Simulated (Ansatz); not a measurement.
**NiO (Fm-3m), a sublattice moved along a line**

The calculation used DFT PBE+U, scalar-relativistic, plane waves, PAW (Ansatz 0.2.0). Settings: plane waves to 420 eV, k-mesh 12×12×12 (Γ-centred), Gaussian smearing 0.05 eV. U_eff on d shells: Ni 6.2 eV. Collinear spins, started from moments 1.9, 0.2 μB in atom order; the magnetic state may not be the lowest. Energies are free energies at this smearing, counted from the undisturbed cell; pressure is positive in compression.

The starting cell (relaxed at this level):

```
Ni O
1.0
     0.00000    2.13371    2.13371
     2.13371    0.00000    2.13371
     2.13371    2.13371    0.00000
Ni O
1 1
Direct
  0.00000 0.00000 0.00000
  0.50000 0.50000 0.50000
```

Every Ni atom is moved by x along the Cartesian unit vector (0.707, -0.707, 0.000); the cell and all other atoms stay fixed.

```
  x (Å)  ΔE (meV/cell)
-0.2000           88.9
-0.1000           21.0
 0.0000            0.0
 0.1500           48.4
```

(1) Predict the pressure (GPa) at each point.

## Answers

(1)
```
  x (Å) pressure (GPa)
-0.2000             3.8
-0.1000             1.0
 0.0000             0.0
 0.1500             2.2
```